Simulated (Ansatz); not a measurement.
## InP under pressure

Method: DFT PBE, scalar-relativistic, plane waves, PAW (Ansatz 0.2.0). Plane waves to 420 eV; Γ-centred k mesh 14×14×14; Fermi-Dirac smearing of 0.15 eV. No spin polarisation. Phonons by linear response, acoustic sum rule imposed.

The cell, relaxed at this level:
Space group Fm-3m (No. 225). a = 5.544 Å, b = 5.544 Å, c = 5.544 Å, α = 90.00°, β = 90.00°, γ = 90.00°
| atom | site | symmetry | x | y | z |
| --- | --- | --- | --- | --- | --- |
| In | 4a | m-3m | 0.0000 | 0.0000 | 0.0000 |
| P | 4b | m-3m | 0.5000 | 0.0000 | 0.0000 |

In a metal, frequencies and elastic constants depend on the k mesh and the smearing, soft modes and shear constants most.

The cell is relaxed again at -3 and -1 and 3 and 6 and 8 and 9 and 12 and 15 and 16 and 30 and 50 GPa. How do volume, gap and optical modes at Γ (cm⁻¹, counted from the lowest optical one; a degenerate one stands once) change?

Answers

```tsv
	0 GPa	-3 GPa	-1 GPa	3 GPa	6 GPa	8 GPa	9 GPa	12 GPa	15 GPa	16 GPa	30 GPa	50 GPa
V/V0	1.000	1.047	1.015	0.963	0.933	0.915	0.907	0.885	0.865	0.859	0.791	0.726
gap (eV)	0.00	0.00	0.00	0.00	0.00	0.00	0.00	0.00	0.00	0.00	0.00	0.00
mode 1	150	122	141	171	190	201	206	220	233	237	285	337
```

This rock-salt form isn't the usual stable structure of the compound at low pressure.

Cost: 12 runs of about 6.9 core-minutes in all, on Intel Xeon Platinum 8488C (Sapphire Rapids), Arm Neoverse V1, Intel Xeon Processor @ 2.70GHz and other processors (shared hosts).